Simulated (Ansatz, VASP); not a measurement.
# Two plane-wave programs on Al

The input INCAR:

```
SYSTEM = Al
  ALGO = Normal
  EDIFF = 1E-7
  EDIFFG = -0.005
  ENCUT = 600
  GGA = PE
  IBRION = 2
  ISIF = 3
  ISMEAR = 0
  LASPH = .True.
  LCHARG = .False.
  LREAL = .False.
  LWAVE = .False.
  NELM = 100
  NSW = 100
  PREC = Accurate
  SIGMA = 0.1
```

Contents of KPOINTS:

```
k-points
0
Gamma
  18 18 18
  0 0 0
```

File POSCAR:

```
Al
1.0
   -1.5912186900      1.5912186900      1.5912186900
    1.5912186900     -1.5912186900      1.5912186900
    1.5912186900      1.5912186900     -1.5912186900
Al
1
Direct
    0.0000000000      0.0000000000      0.0000000000
```

Input for Ansatz:

```yaml
crystal:
  lattice:
    - [-1.59121869, 1.59121869, 1.59121869]
    - [1.59121869, -1.59121869, 1.59121869]
    - [1.59121869, 1.59121869, -1.59121869]
  atoms:
    - { symbol: Al, position: [0.0, 0.0, 0.0] }
basis:
  ecutwfc: 420
kpoints:
  mp_grid: { grid: [18, 18, 18] }
hamiltonian:
  xc: pbe
scf:
  occupations: { method: gaussian, width: 0.1 }
output:
  forces: true
  stress: true
  eigenvalues: true
  write_density: true
  write_potential: true
  elf: true
  volumetric_format: npy
relax:
  adjacent_minimum: "off"
  f_tol: 0.005
  max_steps: 80
  cell: { stress_tol: 0.05 }
```

This isn't the form of Al at room conditions, which is fcc.

Alike in both runs: task relaxation of cell and atoms; functional PBE; k mesh 18 × 18 × 18; occupations gaussian, width 0.1 eV; no spin polarisation.

|  | VASP | Ansatz |
| --- | --- | --- |
| version | VASP 6.6.1 | Ansatz 0.2.0 |
| potentials or method | VASP PAW PBE potentials, release 64 (Al) | scalar-relativistic, plane waves, PAW |
| plane-wave cutoff (eV) | 600 | 420 |
| valence electrons in the cell | 3 | 3 |

|  | VASP | Ansatz | Ansatz less VASP |
| --- | --- | --- | --- |
| gap on the k mesh at the Fermi level, each at its own relaxed structure (eV) | none | none | - |
| relaxed volume (Å³/atom) | 16.93 | 16.93 | -0.005 |
| relaxed cell length with the largest relative difference (Å) | 2.802 | 2.802 | -0.0003 |
| energy change over the relaxation (meV/atom) | -9 | -9 | -0.1 |

A gap of «none» marks a metal or a gap that the smearing closes.
